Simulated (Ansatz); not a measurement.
# GaN: band gap under strain

Aim: follow the gap of GaN built on the wurtzite prototype through these states: +2.9 % equal strain in all directions; -3.4 % strain along x alone. The table at the end shows which levels were run.

Code: Ansatz 0.2.0. PAW datasets, plane waves. Calculated at 0 K for a non-magnetic cell.

## 1. Starting point

The unstrained cell was relaxed with r2SCAN; in each strained cell the atoms were relaxed again with r2SCAN. Names of k-points are those of the unstrained zone, where strain can split equivalent points. First state: +2.9 % equal strain in all directions.

Space group P6_3mc (No. 186), hexagonal; conventional cell a = 3.275 Å, c = 5.332 Å, 12.38 Å³ an atom. Ga has 4 N at 2.00–2.01 Å; N has 4 Ga at 2.00–2.01 Å.

Structure file:

```
Ga N
1.0
     3.27451    0.00000    0.00000
    -1.63725    2.83581    0.00000
     0.00000    0.00000    5.33240
Ga N
2 2
Direct
  0.33333 0.66667 0.99899
  0.66667 0.33333 0.49899
  0.33333 0.66667 0.37601
  0.66667 0.33333 0.87601
```

## 2. +2.9 % equal strain in all directions: PBE

Contents of input.yaml:

```yaml
crystal:
  lattice:
    - [3.2745057562, 0.0, 0.0]
    - [-1.6372528781, 2.8358051697, 0.0]
    - [0.0, 0.0, 5.3323952009]
  atoms:
    - { symbol: Ga, position: [0.3333333333, 0.6666666667, -0.0010094593] }
    - { symbol: Ga, position: [0.6666666667, 0.3333333333, 0.4989905407] }
    - { symbol: "N", position: [0.3333333333, 0.6666666667, 0.3760094593] }
    - { symbol: "N", position: [0.6666666667, 0.3333333333, 0.8760094593] }
kpoints:
  mp_grid: { grid: [12, 12, 6] }
  band_path:
    path:
      - [0.0, 0.0, 0.0]
      - [0.5, 0.0, 0.0]
      - [0.3333333333, 0.3333333333, 0.0]
      - [0.0, 0.0, 0.5]
      - [0.5, 0.0, 0.5]
      - [0.3333333333, 0.3333333333, 0.5]
    npoints: 1
hamiltonian:
  xc: pbe
scf:
  occupations: { method: fermi_dirac, width: 0.02 }
  n_extra_bands: 5
output:
  forces: true
  stress: true
  eigenvalues: true
```

Started as:

```bash
$ ansatz run input.yaml --threads 4 --pin off --max-ram 3686MiB --backend cpu --events-out ev --progress --plain --runs-dir out
```

The runs that follow: +2.9 % equal strain in all directions: r2SCAN; +2.9 % equal strain in all directions: HSE06; -3.4 % strain along x alone: PBE; -3.4 % strain along x alone: r2SCAN; -3.4 % strain along x alone: HSE06.

Q: Predict the outcome of this session.

The runs gave:

Least gap in eV (negative: overlap):

```
                                state   PBE  r2SCAN  HSE06
+2.9 % equal strain in all directions  1.37    1.76   2.55
          -3.4 % strain along x alone  1.97    2.39   3.26
```

Where both were run, the HSE06 gap lies +1.18 to +1.30 eV from PBE's, each on its own k points. In PBE the gap is least under +2.9 % equal strain in all directions (1.37 eV) and largest under -3.4 % strain along x alone (1.97 eV).
